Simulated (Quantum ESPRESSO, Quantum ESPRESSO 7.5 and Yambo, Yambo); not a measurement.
# SiC (Moissanite): one start, several treatments of the self-energy

How much does the gap of SiC (Moissanite) depend on the approximation to the self-energy?

Program: Quantum ESPRESSO 7.5 and Yambo 5.3.0. Level of theory: PBE and many-body steps on it, plane waves. Results are calculated unless marked as measured.

**Experimental background.**

- Gap 3 eV: optical absorption onset, approximate; UV-Vis-NIR transmission; bulk crystal (400 micron semi-insulating 6H-SiC wafer) (“Effects of energetic ion irradiation on WSe2/SiC heterostructures”, 2017, pmc:5482891).

- Gap 3.03 eV: indirect gap, experimental literature value; quoted from earlier experiment; bulk crystal (quoted in “Charge spill-out and work function of few-layer graphene on SiC(0001)”, 2018, arxiv:1806.04908).

- Gap 3.02 eV: band gap at cryogenic temperature; bulk crystal (literature value) (quoted in “Silicon carbide diodes for neutron detection”, 2020, arxiv:2009.14696).

## (1) Starting point

Symmetry: P6_3mc, No. 186, hexagonal system. The conventional cell has a = 3.081 Å, b = 3.081 Å, c = 15.125 Å, α = 90.00°, β = 90.00°, γ = 120.00°. Nearest to Si lie 4 C at 1.88 to 1.90 Å. Nearest to Si lie 4 C at 1.89 Å. Nearest to C lie 4 Si at 1.88 to 1.89 Å. Nearest to C lie 4 Si at 1.89 Å. Nearest to C lie 4 Si at 1.89 to 1.90 Å. Farther neighbours are not listed.

The cell and positions come from the Crystallography Open Database and are kept as given unless a step says otherwise.

## (2) Empty states on the mesh, 6×6×1 mesh, 542 bands

This step: Quantum ESPRESSO 7.5; DFT, PBE, plane waves, norm-conserving pseudopotentials.

The sums over transitions need many empty states on a uniform mesh; this step solves for them.

Input file pw.in:

```
&control
  calculation = 'nscf'
  prefix = 'x'
  outdir = 'o'
  pseudo_dir = 'pseudo'
/
&system
  ibrav = 0
  nat = 12
  ntyp = 2
  ecutwfc = 74.0
  nbnd = 542
  force_symmorphic = .true.
/
&electrons
  conv_thr = 1e-9
  electron_maxstep = 80
  diago_full_acc = .true.
  diago_thr_init = 5e-6
/
ATOMIC_SPECIES
  Si 28.085 Si.upf
  C 12.011 C.upf
CELL_PARAMETERS angstrom
  3.0810000000 -0.0000000000 0.0000000000
  -1.5405000000 2.6682242691 0.0000000000
  0.0000000000 0.0000000000 15.1248000000
ATOMIC_POSITIONS crystal
  Si 0.0000000000 0.0000000000 0.0000000000
  Si 0.0000000000 0.0000000000 0.5000000000
  Si 0.3333333333 0.6666666667 0.1664000000
  Si 0.6666666667 0.3333333333 0.6664000000
  Si 0.6666666667 0.3333333333 0.3329000000
  Si 0.3333333333 0.6666666667 0.8329000000
  C 0.3333333333 0.6666666667 0.0412000000
  C 0.6666666667 0.3333333333 0.5412000000
  C 0.6666666667 0.3333333333 0.2080000000
  C 0.3333333333 0.6666666667 0.7080000000
  C 0.0000000000 0.0000000000 0.3746000000
  C 0.0000000000 0.0000000000 0.8746000000
K_POINTS automatic
  6 6 1 0 0 0
```

Launch:

```bash
OMP_NUM_THREADS=1 mpirun -n 4 pw.x -nk 4 -in pw.in > pw.out
```

What it wrote:

```text
Program PWSCF v.7.5 starts

     This program is part of the open-source Quantum ESPRESSO suite
     for quantum simulation of materials; please cite
         "P. Giannozzi et al., J. Phys.:Condens. Matter 21 395502 (2009);
         "P. Giannozzi et al., J. Phys.:Condens. Matter 29 465901 (2017);
         "P. Giannozzi et al., J. Chem. Phys. 152 154105 (2020);
     in publications or presentations arising from this work. More details at

     Atomic positions and unit cell read from directory:
     o/x.save/

     Message from routine setup:
[...]
32.1785  32.2578  32.9326  33.1263  33.3376  33.5735  33.6644  33.9672
     [... 56 further rows ...]
   143.5779 143.8219 144.0016 144.3319 144.5338 144.6424 144.8112 144.8649
   145.2726 145.2989 145.5333 145.6393 146.1326 146.1420

          k = 0.0000-0.5774 0.0000 (  9034 PWs)   bands (ev):

     [... further k-points ...]

     highest occupied, lowest unoccupied level (ev):     9.5283   11.5451

     XML data file, pseudopotentials, collected wavefunctions

=------------------------------------------------------------------------------=
   JOB DONE.
=------------------------------------------------------------------------------=
```

It took 3.2 min on 4 MPI ranks of Arm Neoverse V1, shared host; peak memory 2 GiB; 13 min of CPU time.

This step gave:

```yaml
gap: 2.017 eV
k_of_the_valence_top: 0, 0, 0
k_of_the_conduction_bottom: 0, -0.5, 0
least_direct_gap: 3.123 eV
k_points_computed: 7
lowest_point_of_the_top_converged_band_above_the_valence_top: 133.9373 eV
```

On this mesh the gap is 2.017 eV.

The density comes from a self-consistent run that is not shown.

## (3) Conversion and set-up

This step: Yambo 5.3.0; conversion and set-up on PBE, plane waves, norm-conserving pseudopotentials.

The states are converted to the many-body program's format and the q mesh is built.

Launch:

```bash
(cd o/x.save; p2y > p2y.log; mv SAVE ../..); yambo > setup.log
```

What it wrote:

```text
 Yambo, version 5.3.0

 [02] CORE Variables Setup
 =========================

  [02.01] Unit cells
  ==================

  Cell kind             :  HCP
  Atoms in the cell     :  Si  C
  number of Si atoms    :   6
  number of C  atoms    :   6

  List of atomic masses
  Mass of Si    :  28.08500
  Mass of C     :  12.01100

  List of atomic coordinates    : [cc]
  Si1       :  0.000000  0.000000  0.000000  order 1
  Si2       :   0.00000   0.00000  14.29086  order 2
  Si3       : -0.29111E-09   3.3615       4.7560      order 3
[...]
BZ  Q-points                                      :   36

 K/Q-points units:
 rlu = crystal or reduced units; cc = cartesian coordinates; iku = interal k-units

 Q [1]          [rlu]:  0.000000  0.000000  0.000000
 Q [2]          [rlu]: -0.59880E-17  0.16667       0.0000
 Q [3]          [rlu]: -0.11976E-16  0.33333       0.0000
 Q [4]          [rlu]:  0.17964E-16 -0.50000       0.0000
 Q [5]          [rlu]:  0.166667  0.166667  0.000000
 Q [6]          [rlu]:  0.166667  0.333333  0.000000
 Q [7]          [rlu]:  0.333333  0.333333  0.000000

  [03.01] X indexes
  =================

   [03.01.01] Sigma indexes
   ========================

 [06] Game Over & Game summary
```

Elapsed: 3.6 s, on 1 MPI rank; peak memory 0.24 GiB.

## (4) G0W0, Godby-Needs plasmon pole

G0W0 replaces the xc potential by the self-energy, built once from these orbitals. Only a window of levels is corrected, while the sums run over the empty bands that the input names.

This step: G0W0 on PBE, plane waves, norm-conserving pseudopotentials.

Input file gw2.in:

```
HF_and_locXC
gw0
dyson
ppa
em1d
rim_cut
RandQpts= 1000000
RandGvec= 1 RL
EXXRLvcs= 74 Ry
VXCRLvcs= 296 Ry
Chimod= "HARTREE"
% BndsRnXp
 1 | 235 |
%
NGsBlkXp= 10 Ry
% LongDrXp
 1 | 1 | 1 |
%
% GbndRnge
 1 | 235 |
%
DysSolver= "n"
ExtendOut
PPAPntXp= 27.21138 eV
% QPkrange
 1 | 1 | 23 | 26 |
 4 | 4 | 23 | 26 |
%
```

Launch:

```bash
OMP_NUM_THREADS=2 mpirun -n 2 yambo -F gw2.in -J gw2 -C gw2 > gw2.log
```

What it wrote:

```text
 Yambo, version 5.3.0

 [02] CORE Variables Setup
 =========================

  [... cell, symmetries and grids as in the set-up ...]

  [02.05] Energies & Occupations
  ==============================

  [X] === General ===
  [X] Electronic Temperature                        :  0.000000  0.000000 [eV K]
  [X] Bosonic    Temperature                        :  0.000000  0.000000 [eV K]
  [X] Finite Temperature mode                       : no
  [X] El. density                                   :  0.38604E+24 [cm-3]
  [X] Fermi Level                                   :  9.528320 [eV]

  [X] === Gaps and Widths ===
  [X] Conduction Band Min                           :  2.016740 [eV]
  [X] Valence Band Max                              :  0.000000 [eV]
  [X] Filled Bands                                  :  24
  [X] Empty Bands                                   :    25   542
  [X] Direct Gap                                    :  3.123141 [eV]
  [X] Direct Gap localized at k                     :   4
  [X] Indirect Gap                                  :  2.016740 [eV]
  [X] Indirect Gap between kpts                     :   1   4
  [X] Last valence band width                       :  2.077945 [eV]
  [X] 1st conduction band width                     :  3.147621 [eV]

 [03] Transferred momenta grid and indexing
 ==========================================

 IBZ Q-points                                      :   7
 BZ  Q-points                                      :   36

 K/Q-points units:
 rlu = crystal or reduced units; cc = cartesian coordinates; iku = interal k-units

 Q [1]          [rlu]:  0.000000  0.000000  0.000000
 Q [2]          [rlu]: -0.59880E-17  0.16667       0.0000
 Q [3]          [rlu]: -0.11976E-16  0.33333       0.0000
 Q [4]          [rlu]:  0.17964E-16 -0.50000       0.0000
 Q [5]          [rlu]:  0.166667  0.166667  0.000000
 Q [6]          [rlu]:  0.166667  0.333333  0.000000
 Q [7]          [rlu]:  0.333333  0.333333  0.000000

 [04] Coloumb potential Random Integration (RIM)
 ===============================================

  [04.01] RIM initialization
  ==========================

  * Diagonal components only detected *

  8 x (sBL volume)        :  0.065694 [a.u.]
  sBZ random points       :  1000000
  Points outside the sBZ  :   7993074
  RL volume               :  0.295624 [a.u.]
  Integrated volume       :  0.295880 [a.u.]

  [04.02] RIM integrals
  =====================

  Gamma point sphere radius             :  0.073191 [a.u.]
  Points outside the sphere             :   799491
  [Int_sBZ(q=0) 1/q^2]*(Vol_sBZ)^(-1/3) =:  7.699861
                                 should be <:  7.795600

  Summary of Coulomb integrals for non-metallic bands |Q|[au] RIM/Bare

  Q [1] 0.100000E-4 0.987719 * Q [2] 0.207686 1.035382
  Q [5] 0.359723 1.014582 * Q [3] 0.415372 1.011323
  Q [6] 0.549486 1.006889 * Q [4] 0.623058 1.006049
  Q [7] 0.719446 1.004351

 [WARNING] [Xp] User bands 1-235 break level degeneracy

 [05] Dipoles
 ============

  [05.01] Setup: observables and procedures
  =========================================

  [WARNING] [x,Vnl] slows the Dipoles computation. To neglect it rename the ns.kb_pp file

 [06] Dynamic Dielectric Matrix (PPA)
 ====================================

 [WR./gw2//ndb.pp]---------------------------------------------------------------
  Brillouin Zone Q/K grids (IBZ/BZ)                :    7   36    7   36
  RL vectors                                       :  11311 [WF]
  Coulomb cutoff potential                         : none
  Electronic Temperature                           :  0.000000 [K]
  Bosonic    Temperature                           :  0.000000 [K]
  PPA    diel. fun.  energies                      : Perdew, Burke & Ernzerhof(X)+Perdew, Burke & Ernzerhof(C)
  wavefunctions                                    : Perdew, Burke & Ernzerhof(X)+Perdew, Burke & Ernzerhof(C)
  Global Gauge                                     : length
  X matrix size                                    :   431
  X band range                                     :    1  235
  X e/h energy range                               : -1.000000 -1.000000 [eV]
  X Time ordering                                  : R
  X Hxc Kernel                                     : HARTREE
  X Drude frequency                                :  0.000000  0.000000
  X poles                                          :  100.0000 [o/o]
  RL vectors in the sum                            :  11311
  [r,Vnl] included                                 : yes
  Field direction                                  :  0.577350E-5  0.577350E-5  0.577350E-5
  BZ energy Double Grid                            : no
  BZ energy DbGd points                            : 0
  BZ Q point size factor                           : -1.000000
  X Optical Averaged directions                    : none

 [07] Local Exchange-Correlation + Non-Local Fock
 ================================================

 [VXC] Plane waves :   72085
 [EXS] Plane waves :   8953

 QP @ state[ 1 ] K range:  1  1
 QP @ state[ 1 ] b range:  23  26
 QP @ state[ 2 ] K range:   4   4
 QP @ state[ 2 ] b range:  23  26

 [xc] Functional : Perdew, Burke & Ernzerhof(X)+Perdew, Burke & Ernzerhof(C)
 [xc] LIBXC used to calculate xc functional
  PP Number of Atomic Species                      :  2
  NLCC RL compoments                               :   72085
  PP Number of Atomic Species                      :  2
  NLCC RL compoments                               :   72085

 [xc] E_xc :  -18.27642 [Ha]
      E_xc :  -36.55284 [Ry]

  Local XC kind (lXC) : Perdew, Burke & Ernzerhof(X)+Perdew, Burke & Ernzerhof(C)
  Non-Local XC kind (nlXC) : Hartree-Fock

  Corrections @ K [1] :  [eV]
 <23|nlXC|23> = -17.32276 -0.20344E-17 <23|lXC|23> = -14.95422 -0.18882E-15
 <24|nlXC|24> = -17.32275 -0.10739E-16 <24|lXC|24> = -14.95422  0.75527E-15
 <25|nlXC|25> = -6.944283  0.15263E-17 <25|lXC|25> = -12.14735  0.000000
 <26|nlXC|26> = -6.855815  0.72773E-19 <26|lXC|26> = -12.09673 -0.18882E-15

  Corrections @ K [4] :  [eV]
 <23|nlXC|23> = -16.70559  0.13716E-17 <23|lXC|23> = -13.90584 -0.25077E-16
 <24|nlXC|24> = -17.33410  0.85758E-17 <24|lXC|24> = -14.49916 -0.20652E-16
 <25|nlXC|25> = -6.763821  0.21462E-18 <25|lXC|25> = -10.92842  0.70806E-16
 <26|nlXC|26> = -6.504908  0.53585E-17 <26|lXC|26> = -10.77706  0.23602E-16

 [08] Dyson equation: Newton solver
 ==================================

  [08.01] G0W0 (W PPA)
  ====================

  [  GW  ] Bands range     :    1  235
  [GW/PPA] G damping       :  0.100000 [eV]

  QP @ state[ 1 ] K range:  1  1
  QP @ state[ 1 ] b range:  23  26
  QP @ state[ 2 ] K range:   4   4
  QP @ state[ 2 ] b range:  23  26

   Sc/G bands                                       :    1  235
   Sc/G damping                                     :  0.100000 ev
   Sc bands terminator                              : no
   Sx RL components                                 :   8953

   QP @ state[ 1 ] K range                          :  1  1
   QP @ state[ 1 ] b range                          :  23  26
   QP @ state[ 2 ] K range                          :   4   4
   QP @ state[ 2 ] b range                          :  23  26
   GF energies kind                                 : Perdew, Burke & Ernzerhof(X)+Perdew, Burke & Ernzerhof(C)
   GF WF`s kind                                     : Perdew, Burke & Ernzerhof(X)+Perdew, Burke & Ernzerhof(C)
   Xs energies kind                                 : Perdew, Burke & Ernzerhof(X)+Perdew, Burke & Ernzerhof(C)
   Xs WF`s kind                                     : Perdew, Burke & Ernzerhof(X)+Perdew, Burke & Ernzerhof(C)

 [11] Game Over & Game summary
```

It took 10 min on 2 MPI ranks; peak memory 1.3 GiB; 36 min of CPU time.

This step gave:

```yaml
g0w0_gap_on_the_points_computed: 2.620 eV
starting_gap_on_the_mesh: 2.017 eV
k_of_the_valence_top: 0, 0, 0
k_of_the_conduction_bottom: 0, -0.5, 0
least_direct_g0w0_gap_on_the_computed_points: 3.886 eV
z_at_the_valence_top: 0.8006
z_at_the_conduction_bottom: 0.8232
```

The gap on the mesh goes from 2.02 eV to 2.62 eV, a correction of +0.60 eV.

(Part 1 of 2 ends here.)

[Paths, hosts, dates, memory and timing lines, banners, echoed tables and standing remarks are left out of the program output.]

[Logs are printed without paths, hosts, clocks, repeated set-up lines and the standing remarks that a program may print on its own settings, such as how far it seeks lower states.]

[Runs of the session that timed out or met a known fault of the program may be left out.]

[Hosts, paths, dates, database ids (printed as entryN), source tags and the programs' standing remarks are cut or masked in the printed files.]
